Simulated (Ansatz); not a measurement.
# ZnO (Zincite): the cost of one run

Program: Ansatz 0.2.0. Level of theory: DFT, PBE, plane-wave PAW, default files, scalar-relativistic, as far as a step names no other. These are calculated values, not measurements.

### 1 The starting structure

It takes space group P6_3mc (No. 186, hexagonal). The conventional cell has a = 3.249 Å, b = 3.249 Å, c = 5.204 Å, α = 90.00°, β = 90.00°, γ = 120.00°. Zn (site symmetry 3m) has 4 O at 1.97 to 1.99 Å as nearest neighbours. O (site symmetry 3m) has 4 Zn at 1.97 to 1.99 Å as nearest neighbours.

As a file:

```xyz
4
Lattice="3.2494 0.0000 0.0000 -1.6247 2.8141 0.0000 0.0000 0.0000 5.2038" Properties=species:S:1:pos:R:3 pbc="T T T"
Zn    0.0000    1.8760    0.0000
Zn    1.6247    0.9380    2.6019
O     0.0000    1.8760    1.9884
O     1.6247    0.9380    4.5903
```

The earlier run gave: gap on the mesh 0.80 eV, largest force 0.031 eV/Å, pressure 4.9 GPa.

The printed gradients, by site:

| site | atoms | first shell | V_zz (10²¹ V/m²) | η | C_Q (MHz) |
| --- | --- | --- | --- | --- | --- |
| Zn | 1, 2 | 4 O at 1.97–1.99 Å; also 1 O at 3.22 Å | 0.75 | 0.00 | 2.21 (⁶⁷Zn) |
| O | 3, 4 | 4 Zn at 1.97–1.99 Å; also 1 Zn at 3.22 Å | -0.33 | 0.00 | 0.204 (¹⁷O) |

Conventions: |V_zz| ≥ |V_yy| ≥ |V_xx|, η = (V_xx − V_yy)/V_zz, C_Q = eQV_zz/h. Quadrupole moments are those of Pyykkö's year-2017 table.

### 2 Z stretched by +2 %, ions relaxed

File input.yaml:

```yaml
crystal:
  lattice:
    - [3.2494, 0.0, 0.0]
    - [-1.6247, 2.8140629471, 0.0]
    - [0.0, 0.0, 5.307876]
  atoms:
    - { symbol: Zn, position: [0.3333333333, 0.6666666667, 0.0004799578] }
    - { symbol: Zn, position: [0.6666666667, 0.3333333333, 0.5004799578] }
    - { symbol: O, position: [0.3333333333, 0.6666666667, 0.3816200422] }
    - { symbol: O, position: [0.6666666667, 0.3333333333, 0.8816200422] }
kpoints:
  mp_grid: { grid: [11, 11, 6] }
scf:
  occupations: { method: fermi_dirac, width: 0.02 }
hamiltonian:
  xc: pbe
  pseudopotentials: { kind: paw }
output:
  forces: true
  stress: true
  populations: true
  efg:
    quadrupole_moments_barn: { Zn: 0.122, O: -0.02558 }
    contact_densities: true
relax:
  f_tol: 0.02
  max_steps: 60
```

Command:

```console
ansatz run input.yaml --threads 1 --pin off --max-ram 3072MiB --backend cpu --events-out ev --progress --plain --runs-dir out
```

Q: Estimate wall time and peak memory on 1 thread of AMD EPYC 9R45 (Zen 5), shared host.

About 6.1 s, with a peak of 0.48 GiB.
